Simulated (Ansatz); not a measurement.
# ZnSe (Stilleite) (F-43m) in Ansatz: a series of runs

The runs below take ZnSe (Stilleite) through single point, relaxation of cell and atoms, with PBEsol, revPBE.

Everything below comes from runs of Ansatz 0.2.0. Logs are shortened: lines on timing, memory, paths and dates and some standing lists are left out, and cuts for length are marked.

**Experimental background.**

“Alloy Disordering Effects on the Thermal Conductivity and Energy Gap Temperature Dependence of Cd1−xZnxSe Ternary Crystals Grown by the Bridgman Method”, 2023, pmc:10253836 reports, for a bulk crystal of ZnSe at 300 K: band gap 2.695 ± 0.003 eV (an exciton energy, a little under the gap).

The runs below are set against these values where they give the same quantity.

## (1) Starting point

The structure is cubic, space group F-43m (No. 216). The conventional cell has a = 5.668 Å, b = 5.668 Å, c = 5.668 Å, α = 90.00°, β = 90.00°, γ = 90.00°. Se (site symmetry -43m) is surrounded by 4 Zn at 2.45 Å. Zn (site symmetry -43m) is surrounded by 4 Se at 2.45 Å.

## (2) Single point, PBEsol

input.yaml reads:

```yaml
crystal:
  lattice:
    - [0.0, 2.8338, 2.8338]
    - [2.8338, 0.0, 2.8338]
    - [2.8338, 2.8338, 0.0]
  atoms:
    - { symbol: Se, position: [0.75, 0.75, 0.75] }
    - { symbol: Zn, position: [0.0, 0.0, 0.0] }
hamiltonian:
  xc: pbesol
  pseudopotentials: { kind: paw }
kpoints:
  mp_grid: { grid: [8, 8, 8] }
scf:
  occupations: { method: gaussian, width: 0.02 }
output:
  forces: true
  stress: true
  eigenvalues: true
  write_density: true
  write_potential: true
  elf: true
  volumetric_format: npy
```

Potentials or basis: Ansatz PAW.

Run with:

```sh
ansatz run input.yaml --threads 2 --pin off --max-ram 5632MiB --backend cpu --events-out ev --progress --plain --runs-dir out
```

Log:

```text
Warning: RAYON_NUM_THREADS=2 ignored (pool sized by the plan → 2); use --threads N
Engine: ansatz 0.2.0, x86_64-unknown-linux-gnu
Pseudopotentials: kind: paw
Pseudopotential: Se, paw, valence charge 16, recommended cutoff 420 eV (normal), Se.paw.azcp
Pseudopotential: Zn, paw, valence charge 12, recommended cutoff 420 eV (normal), Zn.paw.azcp
Functional definition: PBEsol
  exchange = pbesol_x
  correlation = pbesol_c
Crystal: 2 atoms, lattice volume = 45.513 Å³
Basis set: ecut = 420 eV, 893 PW (Γ), exchange–correlation on 54×54×54 points (8 copies of the dense FFT grid, shifted against one another)
Bands: 18, of which v1, the nominal top of the filled ones, is band 14 counted from 1 (13 counted from 0)
Symmetry: 24 space group operations
Space group: F-43m (ITA 216), of the structure as read, at distance tolerance 3.6e-5 Å
k-points: 29 of 512 (time reversal used)
Non-local potential: Se, projectors of the file, l = 0: 2, l = 1: 2, l = 2: 3, l = 3: 1
Non-local potential: Zn, projectors of the file, l = 0: 2, l = 1: 2, l = 2: 3, l = 3: 1
PAW form: soft (Blöchl's): semilocal exchange-correlation on the pseudo side does not see the compensation charge
PAW frozen core: Se, regenerated for the run's functional, and the local potential with it (the file was generated under x = pbe(κ = 0.804, μ = 0.2195149727645171), c = pbe(β = 0.06672455060314922))
PAW frozen core: Zn, regenerated for the run's functional, and the local potential with it (the file was generated under x = pbe(κ = 0.804, μ = 0.2195149727645171), c = pbe(β = 0.06672455060314922))
PAW one-centre angular grid: Se, 590 points (default); XC on 64 Gauss nodes
PAW one-centre angular grid: Zn, 590 points (default); XC on 64 Gauss nodes
Initial density: superposition of atomic densities (neutral atoms: chi_scale 0, normalization atom), corrected by the library's trained network
Initial wavefunctions: pseudopotential atomic-orbital guess
Functional: x = pbesol(κ = 0.804, μ = 0.12345679012345678), c = pbesol(β = 0.046)
SCF iter   1: F=—  HF=-8706.453988 eV  |F-HF|=—  |Δ(HF+E_count)|=         —  Δρ=3.87e-3  dr2=6.80e-3  ethr=1.77e-3  ⟨swp⟩=6.0  Hψ=2674  notcnv=0
preconditioner: auto → none  [insulator: Δε(μ)=1.137 eV  Ē_g=11.813 eV  σ=0.020 eV  W_gap=1.00  n_scr=14 (ndim 8)  ℏωp=23.4 eV  f_vac=0.121  D(μ)=0.00/eV (n_scr^D=0)  ε∞_Penn≈4.9]
SCF iter   2: F=—  HF=-8706.451631 eV  |F-HF|=—  |Δ(HF+E_count)|=   2.36e-3  Δρ=9.70e-4  dr2=2.61e-4  ethr=2.43e-5  ⟨swp⟩=2.0  Hψ=1123  notcnv=0
SCF iter   3: F=—  HF=-8706.451595 eV  |F-HF|=—  |Δ(HF+E_count)|=   3.63e-5  Δρ=7.85e-4  dr2=1.61e-4  ethr=9.34e-7  ⟨swp⟩=2.0  Hψ=843  notcnv=0
SCF iter   4: F=—  HF=-8706.451576 eV  |F-HF|=—  |Δ(HF+E_count)|=   1.87e-5  Δρ=2.43e-4  dr2=1.78e-5  ethr=5.76e-7  ⟨swp⟩=2.0  Hψ=711  notcnv=0
SCF iter   5: F=—  HF=-8706.451579 eV  |F-HF|=—  |Δ(HF+E_count)|=   3.42e-6  Δρ=5.47e-5  dr2=8.29e-7  ethr=6.34e-8  ⟨swp⟩=2.0  Hψ=614  notcnv=0
SCF iter   6: F=-8706.451580 eV  HF=-8706.451580 eV  |F-HF|=1.99e-8  |Δ(HF+E_count)|=   6.95e-7  Δρ=7.51e-6  dr2=1.74e-8  ethr=3.57e-10  ⟨swp⟩=9.0  Hψ=4027  notcnv=0
SCF 1 converged in 6 iterations: F = -8706.451580 eV  dr2 = 1.74e-8
SCF converged after 6 iterations
Free energy (F): -8706.451580 eV
Harris-Foulkes:  -8706.451580 eV  (|F-HF|=1.99e-8)
Internal energy: -8706.451580 eV  (E = F + TS)
E sigma→0 (E₀):  -8706.451580 eV
Fermi energy:    7.230948 eV
--- Per-component energies (eV) ---
  E_band       = -386.102092
  E_kinetic    = 249.971337
  E_local      = -4394.671286  (includes V_loc(G=0)·N_el)
  E_nonlocal   = 22.783415
  E_hartree    = 2032.465136
  E_xc         = -238.887241
  E_vxc        = -150.464495  (∫ρ·V_xc dr)
  E_paw        = -3658.975014  (= ΣΔE_a)
  E_vpaw       = -178.651496  (= ΣTr[D̂ρ^β])
  E_aug_tail   = -0.000888  (compensation charges beyond the density's cutoff)
  E_ewald      = -2720.942845
  E_core_change = 1.805805  (= ΣΔE_core)
  E_smearing   = -0.000000  (= −TS)
  E_closure    = 0.000000  (closes the sum)
  Σ components = -8706.451580   (vs F -8706.451580, Δ=0.00e0)
--- Forces (eV/Å), atoms counted from 1 ---
  atom   1  Se     0.00000000    -0.00000000    -0.00000000
  atom   2  Zn    -0.00000000     0.00000000     0.00000000
  max |Σ_I F_I| component: 1.57e-16 eV/Å
--- Stress (GPa, compression-positive) ---
       -1.133470       0.000000      -0.000000
       -0.000000      -1.133470       0.000000
       -0.000000       0.000000      -1.133470
  P = ⅓ Tr σ = -1.1335 GPa (-11.335 kbar)
--- Band table (eV; the first three rows and the last of 29) ---
  k-point 0: bands = ["-40.2641", "-40.2641", "-40.2641", "-40.2596", "-40.2596", "-6.6407", "0.0911", "0.0911", "0.0911", "0.4627", "0.4627", "6.6471", "6.6471", "6.6471", "7.8145", "12.3924", "12.3924", "12.3924"]
  k-point 1: bands = ["-40.2641", "-40.2641", "-40.2641", "-40.2596", "-40.2596", "-6.5393", "0.0970", "0.1070", "0.1070", "0.4612", "0.4612", "5.2986", "6.4935", "6.4935", "8.8290", "12.3133", "12.6475", "12.6475"]
  k-point 2: bands = ["-40.2641", "-40.2640", "-40.2640", "-40.2596", "-40.2596", "-6.2757", "0.1420", "0.1420", "0.1497", "0.4626", "0.4626", "3.5653", "6.1660", "6.1660", "9.3026", "13.0245", "13.0245", "13.1057"]
  k-point 28: bands = ["-40.2640", "-40.2640", "-40.2637", "-40.2596", "-40.2595", "-5.5692", "0.2062", "0.2986", "0.4287", "0.4323", "0.7632", "1.9315", "3.8519", "3.9468", "12.0099", "12.1666", "13.5157", "14.2336"]
```

Run time: 2.9 s. Hardware: 2 threads of Intel Xeon at 2.70GHz, shared host; peak memory 0.36 GiB.

What came out:

- Free energy: -8706.4516 eV
- Pressure: -1.1 GPa
- Band gap on the k mesh: 1.17 eV, direct

Levels at points of the mesh, in eV from the valence-band top:
```tsv
k point	band 11	band 12	band 13	band 14	band 15	band 16	band 17	band 18
(0.00, 0.00, 0.00)	-6.18	0.00	0.00	0.00	1.17	5.75	5.75	5.75
(0.00, 0.00, -0.50)	-6.03	-5.28	-0.87	-0.87	2.45	6.32	6.32	8.40
(0.00, -0.50, -0.50)	-6.01	-4.78	-2.21	-2.21	2.85	3.38	10.59	11.17
```

Caveat: the PAW data sets come from PBE, with cores solved anew for the run's functional, which leaves a small shift of forces and pressure.

## (3) Relaxation of cell and atoms, revPBE

input.yaml reads:

```yaml
crystal:
  lattice:
    - [0.0, 2.8338, 2.8338]
    - [2.8338, 0.0, 2.8338]
    - [2.8338, 2.8338, 0.0]
  atoms:
    - { symbol: Se, position: [0.75, 0.75, 0.75] }
    - { symbol: Zn, position: [0.0, 0.0, 0.0] }
hamiltonian:
  xc: revpbe
  pseudopotentials: { kind: paw }
kpoints:
  mp_grid: { grid: [8, 8, 8] }
scf:
  occupations: { method: fermi_dirac, width: 0.05 }
output:
  forces: true
  stress: true
relax:
  f_tol: 0.01
  max_steps: 40
  cell: { stress_tol: 0.05 }
```

Potentials or basis: Ansatz PAW.

Run with:

```sh
ansatz run input.yaml --threads 2 --pin off --max-ram 5632MiB --backend cpu --events-out ev --progress --plain --runs-dir out
```

Log:

```text
Warning: RAYON_NUM_THREADS=2 ignored (pool sized by the plan → 2); use --threads N
[... 4 set-up lines as earlier in the session ...]
Functional definition: revPBE
  parameter kappa = 1.245
  parameter beta = 0.06672455060314922
  exchange = pbe_x(kappa = kappa, mu = beta*pi^2/3)
  correlation = pbe_c(beta = beta)
Crystal: 2 atoms, lattice volume = 45.513 Å³
Basis set: ecut = 420 eV, 893 PW (Γ), exchange–correlation on 54×54×54 points (8 copies of the dense FFT grid, shifted against one another)
Bands: 18, of which v1, the nominal top of the filled ones, is band 14 counted from 1 (13 counted from 0)
[... 2 set-up lines as earlier in the session ...]
k-points: 29 of 512 (time reversal used)
[... 4 set-up lines as earlier in the session ...]
[... 81 lines left out ...]
  E_vpaw       = -177.885295  (= ΣTr[D̂ρ^β])
  E_aug_tail   = -0.000916  (compensation charges beyond the density's cutoff)
  E_ewald      = -2664.803724
  E_core_change = -0.254334  (= ΣΔE_core)
  E_smearing   = -0.000000  (= −TS)
  E_closure    = 0.000000  (closes the sum)
  Σ components = -8797.724785   (vs F -8797.724785, Δ=0.00e0)
--- Forces (eV/Å), atoms counted from 1 ---
  atom   1  Se     0.00000000    -0.00000000    -0.00000000
  atom   2  Zn     0.00000000     0.00000000     0.00000000
  max |Σ_I F_I| component: 4.51e-17 eV/Å
--- Stress (GPa, compression-positive) ---
        0.000684       0.000000       0.000000
       -0.000000       0.000684       0.000000
       -0.000000       0.000000       0.000684
  P = ⅓ Tr σ = 0.0007 GPa (0.007 kbar)
--- Relaxed structure (4 steps of the walk, 4 accepted, 1 SCFs on fresh bases) ---
  F+E_penalty+E_count = -8797.72478522 eV   max|allowed force component| = 6.072e-17 eV/Å   (the final SCF, on the basis selected at the relaxed cell)
  cell:  # Å, volume = 48.4507 Å³
    - [1.2611045781416585e-33, 2.893499346476951, 2.893499346476951]
    - [2.893499346476951, 5.503001795527238e-33, 2.893499346476951]
    - [2.893499346476951, 2.893499346476951, 5.745031967089778e-33]
  atoms:
    - { symbol: Se, position: [0.7499999999999999, 0.7499999999999999, 0.7499999999999999] }
    - { symbol: Zn, position: [5.48658054445484e-34, -5.599851884727456e-34, -8.997992092905935e-34] }
```

It took 12 s on 2 threads of Intel Xeon at 2.70GHz, shared host; peak memory 0.38 GiB.

Results:

```
Free energy                            : -8797.7248 eV
Relaxed volume                         : 24.23 Å³/atom
Relaxed cell                           : a = 4.092 Å, b = 4.092 Å, c = 4.092 Å, α = 60.00°, β = 60.00°, γ = 60.00°
Space group after relaxing (to 0.05 Å) : F-43m (No. 216)
Energy gained by relaxing              : 16.2 meV/atom
Ionic steps                            : 5
Pressure after relaxing                : 0.0 GPa
Band gap on the k mesh                 : 1.17 eV
```

The path:
```tsv
step	energy change (eV)	largest force (eV/Å)	volume (Å³)
1	0.0000	0.0000	45.51
2	-0.0290	0.0000	47.59
3	-0.0313	0.0000	48.36
4	-0.0313	0.0000	48.45
5	-0.0323	0.0000	48.45
```

Final structure:
```
CELL_PARAMETERS angstrom
0.00000 2.89350 2.89350
2.89350 0.00000 2.89350
2.89350 2.89350 0.00000
ATOMIC_POSITIONS crystal
Se 0.75000 0.75000 0.75000
Zn 0.00000 0.00000 0.00000
```

Caveat: the plane-wave basis is chosen anew once the cell has moved, so the energies of steps on either side of that aren't comparable; the PAW data sets come from PBE, with cores solved anew for the run's functional, which leaves a small shift of forces and pressure.

## (4) Comparison with measurements

Step 2. Against the measured gap of ZnSe, 2.695 eV (an exciton energy, a little under the gap; 300 K; “Alloy Disordering Effects on the Thermal Conductivity and Energy Gap Temperature Dependence of Cd1−xZnxSe Ternary Crystals Grown by the Bridgman Method”, 2023, pmc:10253836), the calculated 1.17 eV is off by -1.53 eV. So large a miss can be the level of theory's own, or it may mean another phase, state or a wrong row. Spin-orbit coupling on Se is left out. The value is that of PBEsol, without temperature or zero-point motion. Semilocal functionals fall short of measured gaps as a rule.
